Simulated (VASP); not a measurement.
Te:

```xyz
3
Lattice="4.4540 0.0000 0.0000 -2.2270 3.8573 0.0000 0.0000 0.0000 5.9240" Properties=species:S:1:pos:R:3 pbc="T T T"
Te    1.1981    0.0000    1.9747
Te   -0.5991    1.0376    3.9493
Te    1.6279    2.8197    0.0000
```

```yaml
Program: VASP 6.6.1
Task: relaxation of cell and atoms
Functional: r2SCAN
Potentials_or_basis: VASP PAW PBE potentials, release 64 (Te)
Cutoff: 600 eV
k_mesh: 9 × 9 × 5
Occupations: gaussian, width 0.03 eV
Spin: no spin polarisation
```

At the start: pressure 0.9 GPa; volume 33.93 Å³/atom.

Q: Where does the relaxation end?

A: Over 13 steps the energy falls by 7.4 meV/atom and the volume is 36.23 Å³/atom (+6.8 %); space group P3_121 (No. 152, to 0.05 Å).

The path:
```tsv
step	energy change (eV)	largest force (eV/Å)	pressure (GPa)	volume (Å³)
1	0.0000	0.0617	0.90	101.78
2	-0.0054	0.1876	-0.38	104.61
3	-0.0061	0.1565	-0.07	103.89
4	-0.0099	0.1352	-0.06	104.38
5	-0.0182	0.0606	0.04	105.86
6	-0.0184	0.1436	0.46	108.83
7	-0.0212	0.0324	0.22	107.32
8	-0.0206	0.0496	-0.42	109.46
9	-0.0218	0.0003	-0.04	108.17
10	-0.0218	0.0020	-0.05	108.21
11	-0.0221	0.0006	-0.04	108.50
12	-0.0222	0.0003	-0.03	108.65
13	-0.0222	0.0008	0.00	108.70
```

Final structure:
```
CELL_PARAMETERS angstrom
4.60748 0.00000 0.00000
-2.30374 3.99019 0.00000
0.00000 0.00000 5.91228
ATOMIC_POSITIONS crystal
Te 0.25509 0.00000 0.33333
Te 0.00000 0.25509 0.66667
Te 0.74491 0.74491 0.00000
```

Caveat: the PAW data sets were made with another functional, which shifts forces and pressure a little.
